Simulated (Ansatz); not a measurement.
Runs of Ansatz 0.2.0 on Na. Symmetry: Im-3m, No. 229, cubic system. Conventional cell: a = 4.282 Å, b = 4.282 Å, c = 4.282 Å, α = 90.00°, β = 90.00°, γ = 90.00°. Na (site symmetry m-3m) is surrounded by 8 Na at 3.71 Å. 

| task | level | potentials or basis | spin | cell | k mesh | cutoff (eV) | smearing | points for each segment of the path | other keys | gap on the mesh (eV) | pressure (GPa) |
| --- | --- | --- | --- | --- | --- | --- | --- | --- | --- | --- | --- |
| density of states | revPBE+D3(BJ)-ATM | PseudoDojo stringent (PBE files) | off | volume scaled by 1.25 | 9 × 9 × 9 | 1197 | cold 0.05 eV | - | scf.n_extra_bands = 2; hamiltonian.xc = revpbe; … | none | -1.7 |
| Wannier functions | revPBE | SPMS NC | off | as given | 9 × 9 × 9 | 653 | fermi-dirac 0.1 eV | - | - | none | - |
| projected density of states | SVWN5 | SPMS NC | off | as given | 9 × 9 × 9 | 800 | fermi-dirac 0.1 eV | - | basis.ecutwfc = 58.8 Ry | none | -1.0 |
| electric field gradients | PBE0 | JTH PAW | off | as given | 6 × 6 × 6 | 1440 | fermi-dirac 0.01 eV | - | - | none | (a) |
| ladder of functionals | LDA | Ansatz PAW polarizable | non-collinear, ferromagnetic start | as given | 9 × 9 × 9 | 420 | tetrahedron | - | - | none | -1.1 |
| band structure | revPBE | SPMS NC | off | cell strained at random at fixed volume | 7 × 7 × 7 | 653 | gaussian 0.025 eV | 14 | - | none | 0.1 |
| density of states | rPW86-PBE+D4 | JTH PAW | off | as given | 6 × 6 × 6 | 1440 | fermi-dirac 0.05 eV | - | - | none | (b) |

Problem. Fill in the values left out.

Solution. (a) -0.1; (b) -0.5.

Caveats: the potentials were made for another functional, which shifts forces and pressure (some runs); pairwise dispersion overbinds metals, which lowers pressure and volume (some runs); the thresholds are loose for stress (some runs); the PAW data sets come from PBE, with cores solved anew for the run's functional, which leaves a small shift of forces and pressure (some runs); with tetrahedron occupations forces and stress needn't match the slope of the energy (some runs); the starting moments weren't kept (some runs).

A gap of «none» marks a metal or a gap under the smearing width.

Runs at the PBE level aren't shown here.
